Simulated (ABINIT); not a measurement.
**CdSe: equation of state with PBE**

Crystal: CdSe.

```
CELL_PARAMETERS angstrom
0.00000 3.07027 3.07027
3.07027 0.00000 3.07027
3.07027 3.07027 0.00000
ATOMIC_POSITIONS crystal
Cd 0.00000 0.00000 0.00000
Se 0.25000 0.25000 0.25000
```

Measurements of this composition are mostly on another form, of space group No. 186.

- Program: ABINIT 10.8.3 (patched build)
- Task: equation of state
- Functional: PBE
- Potentials or basis: SPMS NC PBE v1.0
- Cutoff: 925 eV
- k mesh: 5 × 5 × 5
- Occupations: fermi-dirac, width 0.05 eV
- Spin: no spin polarisation

The equilibrium volume is 29.77 Å³/atom, the bulk modulus is 45 GPa and the pressure derivative of the bulk modulus is 4.7.

Energy against volume, from the lowest point:
```
volume (Å³/atom)  energy (meV/atom)
          27.206              36.58
          27.784              20.97
          28.363               9.98
          28.942               3.13
          29.521               0.00
          30.100               0.18
          30.679               3.33
```

Wall time 4.9 min on 1 thread of Intel(R) Xeon(R) Platinum 8375C CPU @ 2.90GHz (Ice Lake) (shared host), peak memory 0.12 GiB.

Caveat: pressures at fixed basis lie under the slope of the energies.
